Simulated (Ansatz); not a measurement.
## Se under compression and expansion

```
Se
1.0
     5.68100    3.27993    1.47633
    -5.68100    3.27993    1.47633
     0.00000   -6.55985    1.47633
Se
6
Direct
  0.28066 0.16251 0.91818
  0.91818 0.28066 0.16251
  0.16251 0.91818 0.28066
  0.71934 0.83749 0.08182
  0.08182 0.71934 0.83749
  0.83749 0.08182 0.71934
```

The cell is COD entry 9013138, as deposited and not checked against the literature; nothing was relaxed.

Levels of theory: DFT, PBEsol, all-electron LAPW, scalar-relativistic (Ansatz 0.2.0); DFT, PBEsol, PAW with Ansatz's default frozen-core files, scalar-relativistic (Ansatz 0.2.0).

For LAPW: a Γ-centred 6×6×6 k mesh, Fermi–Dirac smearing of 0.01 eV, basis error target 1 meV/atom, no spin polarisation. PAW takes a cutoff of 420 eV at this cell (files made with PBE, cores remade for this functional). The Ansatz runs share mesh, smearing and spin set-up. Plane-wave (PAW) pressures include the program's estimate of the Pulay term.

The cell above is scaled evenly, with fractional coordinates and shape held.

Question: Estimate the equilibrium volume and bulk modulus that LAPW (all electrons) gives for this fixed shape.

Answer: V0 = 27.56 Å³/atom, B0 = 54 GPa, B0′ = 4.4, from a third-order Birch–Murnaghan fit to these pressures:
```json
{"V/V(cell)": "0.9400", "V (Å³/atom)": "25.858", "P, LAPW (GPa)": "3.95", "P, PAW (GPa)": "3.95", "gap on the k mesh, LAPW (eV)": "1.25"}
{"V/V(cell)": "0.9600", "V (Å³/atom)": "26.408", "P, LAPW (GPa)": "2.52", "P, PAW (GPa)": "2.53", "gap on the k mesh, LAPW (eV)": "1.21"}
{"V/V(cell)": "0.9800", "V (Å³/atom)": "26.959", "P, LAPW (GPa)": "1.24", "P, PAW (GPa)": "1.25", "gap on the k mesh, LAPW (eV)": "1.17"}
{"V/V(cell)": "0.9900", "V (Å³/atom)": "27.234", "P, LAPW (GPa)": "0.66", "P, PAW (GPa)": "0.66", "gap on the k mesh, LAPW (eV)": "1.15"}
{"V/V(cell)": "1.0000", "V (Å³/atom)": "27.509", "P, LAPW (GPa)": "0.10", "P, PAW (GPa)": "0.10", "gap on the k mesh, LAPW (eV)": "1.14"}
{"V/V(cell)": "1.0100", "V (Å³/atom)": "27.784", "P, LAPW (GPa)": "-0.43", "P, PAW (GPa)": "-0.43", "gap on the k mesh, LAPW (eV)": "1.12"}
{"V/V(cell)": "1.0200", "V (Å³/atom)": "28.059", "P, LAPW (GPa)": "-0.93", "P, PAW (GPa)": "-0.93", "gap on the k mesh, LAPW (eV)": "1.10"}
{"V/V(cell)": "1.0400", "V (Å³/atom)": "28.609", "P, LAPW (GPa)": "-1.85", "P, PAW (GPa)": "-1.85", "gap on the k mesh, LAPW (eV)": "1.07"}
{"V/V(cell)": "1.0600", "V (Å³/atom)": "29.159", "P, LAPW (GPa)": "-2.68", "P, PAW (GPa)": "-2.68", "gap on the k mesh, LAPW (eV)": "1.04"}
```

PAW's V0 lies 0.00 % from the all-electron value and its B0 0.0 %. With shape and internal coordinates held, B0 is an upper bound to the relaxed modulus.
